If a dearer calculation is a better one, the band gap of a crystal should settle as the cost rises. The cheap methods should scatter, the next ones should scatter less, and the last few should agree. A single sheet of SnSe₂ is a fair place to try this. Its tin is formally Sn⁴⁺ and its selenium Se²⁻, so all shells are closed and no magnetism confuses the picture. Every method here also receives the same atomic positions, so differences in structure can't be blamed for differences in the gap.

Band gaps of a single SnSe₂ sheet, periodic along a and b, from single-point calculations with the methods named, all on the cell relaxed with r2SCAN and without spin polarisation or spin-orbit coupling. Rows with 27 atoms use a block of 3×3×1 cells, the others k meshes of 6×6×1 or 12×12×1. Times are rough sizes from shared machines.

```
               name                 kind  band gap (eV)  atoms computed  rough processor time, order of size (s)
                PM6       semi-empirical          4.751              27                                      0.3
                PM7       semi-empirical          4.296              27                                      0.4
    GFN1-xTB tblite        tight binding          1.538              27                                      0.8
    GFN2-xTB tblite        tight binding          0.651              27                                        1
PBE coarse-settings  low cutoff and mesh          0.839               3                                        4
    PBE sz-orbitals          small basis          1.166               3                                        4
                PBE            semilocal          0.843               3                                       20
             r2SCAN            semilocal          1.128               3                                       40
            GLLB-SC      model potential          1.634               3                                       80
```

The gaps don't settle. They begin above 4 eV, fall to their lowest value in the fourth row, and then climb through the last three rows, where agreement was hoped for. The order by cost hides the reason, because cost buys several different things. A calculated gap depends on what the method means by the energy of an empty level, on whether its orbitals can describe that level, and on whether the level was looked at in the first place. The trend becomes readable once these three are taken one at a time.

The meaning of the empty level is the likely main reason for the largest gap, that of PM6. This method is a simplified form of Hartree-Fock theory. There an electron in a filled orbital feels all the other electrons but not itself, while an empty orbital feels the full set. The difference between the two levels is then the energy needed to remove an electron from one place and add one far away, with all other electrons frozen. In a real sheet the other electrons shift towards or away from the new charge, and this screening makes both steps cheaper. Theory therefore expects a Hartree-Fock orbital gap to be much too wide, and PM6 and PM7 do give more than five times the PBE value.

There is another suspect. PM6, PM7 and the two tight-binding methods GFN1 and GFN2 were run on a block of 27 atoms, three cells by three. Such a block sees only those electron waves that repeat after three cells along each direction. In the coarse PBE run the lowest empty level lies at the point M, on the edge of the Brillouin zone, where the wave changes sign from one cell to the next along one direction. Three cells can't hold such a wave, and they miss the highest filled level of that run too. The four methods run on the block may have their band edges elsewhere, so PBE serves only as a guide here. For given bands, leaving out the true edges can only make the gap look larger.

How much larger can be estimated without fitting anything. Near a band edge the energy follows a parabola, and for a rough size its curvature can be taken as that of a free electron,

$$\Delta E \approx \frac{\hbar^2 q^2}{2m},$$

where $q$ is the distance in reciprocal space from the true edge to the nearest wave that was computed, $m$ is the free-electron mass and $\hbar^2/2m$ is about 3.8 eV Å². M lies halfway along a reciprocal vector of length 1.892 Å⁻¹, and the nearest wave of the block lies one third of the way along. The distance is one sixth of the vector, so $q = 1.892/6 \approx 0.32$ Å⁻¹ and $\Delta E \approx 0.38$ eV. The same step for the filled edge, whose nearest wave is the zone centre, gives about 0.23 eV.

The coarse PBE run offers a test of this formula, since its mesh of waves also misses the highest filled level, though by much less. The computed miss is 0.010 eV and the formula gives 0.018 eV, which is the right size but nearly twice too large. Followed all the way to M, the formula fails badly: it puts the filled band 1.9 eV below its top, while the calculation finds 0.32 eV. A real band flattens, and a parabola doesn't. Both tests show the filled band to be flatter than the parabola, and it is expected to level off again towards the zone centre, so its 0.23 eV is probably well too large. Most of the error should come from the empty band, which neither test touches, and a lighter electron there would give a larger error. For the block of 27 atoms the estimate is therefore only a rough size, some tenths of an electronvolt, and not an upper limit. The output printed after this text holds these comparisons.

An error of that size matters, but it doesn't account for PM6. The clearest evidence is GFN2, which was run on the same block with the same waves and yet has the smallest gap in the table, 4.1 eV below that of PM6. Bands of different width suffer differently from poor sampling, so the comparison isn't perfectly clean. Still, a fault common to both rows can hardly produce a gap more than five times that of PBE in one and the narrowest of all in the other. The difference has to lie mainly in how the two methods set their levels, and missing screening is the expected main reason for the excess in PM6. Its fitted parameters and its minimal basis may also play a part, which the table can't separate.

GFN2 itself looks like a success, for it lies within 0.2 eV of PBE at a small part of the cost. The sampling argument spoils this impression. If its band edges lie where those of PBE do, a finer set of waves would lower its gap, which is already below PBE, and the two would move apart. GFN1, a close relative on the same block, gives a gap larger by 0.89 eV. Both methods take their parameters from fits to molecules, chiefly to structures and energies, and these say little about where the empty levels of a crystal belong. The agreement of one of them with PBE is best read as luck.

Among the density-functional rows the same questions can be asked more cleanly, because some of them change only one main ingredient. Coarse settings hardly move the PBE gap: 0.839 eV against 0.843 eV. The coarse mesh happens to contain M, and the filled edge was taken at an added point placed at the top of the PBE filled band, not at the nearest mesh point. Errors from describing the waves too crudely are also expected to shift filled and empty levels in similar ways, so that much of them cancels in the difference, though the table shows only the difference. Forces and volumes have no such protection, and the coarse run itself warns that its cutoff is below the recommended one. The tie therefore vouches for this gap and for nothing more.

Shrinking the set of orbitals is a different matter. With the smallest possible set, the PBE gap rises by 0.32 eV. The filled states at the top of the valence band are expected to be mostly selenium p orbitals, and the lowest empty states antibonding mixtures of tin s and selenium p. In a fixed potential, taking functions away can only push levels up, but this doesn't say which edge rises more, and in a self-consistent run the potential changes as well. The usual reading is that the antibonding empty states suffer more from orbitals of fixed shape. The table shows only the total change and not the movement of each edge, so this remains a guess.

This error has an awkward result. The crippled PBE calculation lands within 0.04 eV of r2SCAN, a more elaborate functional used with a good basis. Someone who saw only these two numbers might conclude that the small basis does the work of the better functional. In fact one gap is wide because its basis is too small, and the other because its electrons obey a different equation. Agreement between two methods is weak evidence until the likely errors of each have been checked on their own.

The different equation is also the likely cause of the final climb. In PBE, filled and empty levels feel one and the same local potential. The exact theory adds something to the gap between them: when an electron is added, the potential jumps by a constant, and this jump, the derivative discontinuity, is part of the energy needed to create a separate electron and hole. PBE lacks it, and its gaps are usually too small. In r2SCAN the potential acts differently on different orbitals, which brings in part of the jump, and GLLB-SC normally adds an explicit estimate of it. The gaps rise in the expected order, from 0.843 to 1.128 to 1.634 eV, although the table doesn't separate the jump from the other changes that each method makes to the potential.

So the last three rows don't fail to converge in the way that a mesh fails to converge. They answer the question of what an empty level is in different ways, most likely with more and more of the missing jump, and theory would expect the same order in many other closed-shell semiconductors. The order doesn't say which value is nearest to nature. Spin-orbit coupling, left out of every row, would also move the selenium p states at the top of the filled band.

The step from PBE to r2SCAN, 0.285 eV, is no larger than the shift caused by the small basis, so a change of functional can't be judged while such errors remain. A sound rule is therefore to settle the waves and the basis first, with a cheap functional, and only then to spend effort on the functional itself. Until the first two are settled, a gap that looks right may be two errors that happen to meet.

The analysis program printed:

```
Gap against the PBE row:
                  row  gap_eV  gap_less_PBE_eV  ratio_to_PBE
                  PM6   4.751            3.908         5.636
                  PM7   4.296            3.453         5.096
      GFN1-xTB tblite   1.538            0.695         1.824
      GFN2-xTB tblite   0.651           -0.192        0.7722
  PBE coarse-settings   0.839           -0.004        0.9953
      PBE sz-orbitals   1.166            0.323         1.383
                  PBE   0.843                0             1
               r2SCAN   1.128            0.285         1.338
              GLLB-SC   1.634            0.791         1.938
PM6 gap less PM7 gap in eV: 0.455
GFN1 gap less GFN2 gap in eV: 0.887
PM6 gap less GFN2 gap on the same cluster in eV: 4.1
minimal-basis PBE gap less r2SCAN gap in eV: 0.038
GLLB-SC gap less r2SCAN gap in eV: 0.506
length of the in-plane reciprocal vector in 1/A: 1.892
valence maximum missed by the 6x6 mesh, computed, in eV: 0.0101
the same from the free-electron parabola in eV: 0.01813
valence band at M below its maximum, computed, in eV: 0.3247
the same from the free-electron parabola, too far for it, in eV: 1.865
rough conduction-edge error of a 3x3 cluster that misses M in eV: 0.3788
rough valence-edge error of a 3x3 cluster in eV: 0.2312
```
